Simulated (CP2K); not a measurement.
**AlCu under changes of volume**

One of the cells (13.466 Å³/atom); the others are scaled copies at fixed shape and fractional positions:

```
CELL_PARAMETERS angstrom
2.99751 0.00000 0.00000
0.00000 2.99751 0.00000
0.00000 0.00000 2.99751
ATOMIC_POSITIONS crystal
Cu 0.50000 0.50000 0.50000
Al 0.00000 0.00000 0.00000
```

The cell comes from a database or a generator and needn't be the stable form of this composition.

```yaml
Program: CP2K 2026.2
Functional: PBEsol
Potentials_or_basis: POTENTIAL_UZH Cu GTH-PBE-q11, Al GTH-PBE-q3; TZVP-MOLOPT-PBE-GTH basis
Density_cutoff: 6123 eV
k_mesh: 9 × 9 × 9
Occupations: fermi-dirac, width 0.05 eV
Spin: no spin polarisation
```

```csv
volume (Å³/atom),energy over the lowest point (meV/atom),pressure (GPa)
12.658,6.66,4.9
12.928,0.99,2.0
13.197,0.00,-0.7
13.466,3.16,-3.0
13.736,?,?
14.005,20.20,-7.0
14.274,33.33,-8.6
```

**Question.** What does the run at 13.736 Å³/atom give?

**Answer.** Energy over the lowest point 10.03 meV/atom; pressure -5.1 GPa.

Worked out: A Birch-Murnaghan fit of order 3 (a polynomial in V^(-2/3)) to the other rows has its minimum at 13.12 Å³/atom with B0 = V·E''(V) = 124 GPa and B' = 4.5. It gives 10.04 meV/atom at 13.736 Å³/atom, against the run's 10.03, and -dE/dV = -5.1 GPa, against -5.1.

Energies are extrapolated to zero smearing.

Caveats: the potentials were made for another functional, which shifts forces and pressure; the basis of atomic orbitals isn't converged, which shifts pressures, moduli and gaps.
